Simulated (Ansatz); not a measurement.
Crystal: CuO.

```xyz
4
Lattice="0.0000 -2.1166 -2.1166 -2.1166 0.0000 -2.1166 2.1166 2.1166 -4.2331" Properties=species:S:1:pos:R:3 pbc="T T T"
Cu    0.0233   -0.0336   -4.1419
Cu    0.0233    2.0829   -6.2584
O    -0.0233    0.0336   -6.4409
O    -0.0233    0.0336   -2.2078
```

The cell comes from a database or a generator and needn't be the stable form of this composition.

```yaml
Program: Ansatz 0.2.0
Task: relaxation of cell and atoms
Functional: LDA
Potentials_or_basis: Ansatz PAW
Cutoff: "420 eV (not typed: the program's choice for these potentials)"
k_mesh: 10 × 10 × 6
Occupations: fermi-dirac, width 0.05 eV
Spin: no spin polarisation
```

At the start: volume 9.48 Å³/atom.

**Question.** Where does the relaxation end?

**Answer.** It ends after 9 steps and the volume is 8.77 Å³/atom (-7.5 %); space group Fm-3m (No. 225, to 0.05 Å).

Step by step:
| step | energy change (eV) | largest force (eV/Å) | volume (Å³) |
| --- | --- | --- | --- |
| 1 | 0.0000 | 1.0079 | 37.93 |
| 2 | -0.1600 | 0.9640 | 36.46 |
| 3 | -0.3490 | 0.0091 | 35.23 |
| 4 | -0.3502 | 0.0035 | 35.18 |
| 5 | -0.3508 | 0.0002 | 35.15 |
| 6 | -0.3369 | 0.0002 | 35.15 |
| 7 | -0.3374 | 0.0000 | 35.09 |
| 8 | -0.3376 | 0.0000 | 35.07 |
| 9 | -0.3371 | 0.0000 | 35.07 |

Final structure:
```
CELL_PARAMETERS angstrom
0.00032 -2.06214 -2.05955
-2.06203 0.00025 -2.05949
2.06464 2.06456 -4.12184
ATOMIC_POSITIONS crystal
Cu 0.50000 0.50000 0.50000
Cu 0.00000 0.00000 0.00000
O 0.75000 0.75000 0.75000
O 0.25000 0.25000 0.25000
```

Caveat: the plane-wave basis is chosen anew once the cell has moved, so the energies of steps on either side of that aren't comparable; the pressure holds a Pulay correction of +1.1 GPa for the finite cutoff; the run has no spin polarisation, though such a crystal can be magnetic; the PAW data sets come from PBE, with cores solved anew for the run's functional, which leaves a small shift of forces and pressure.
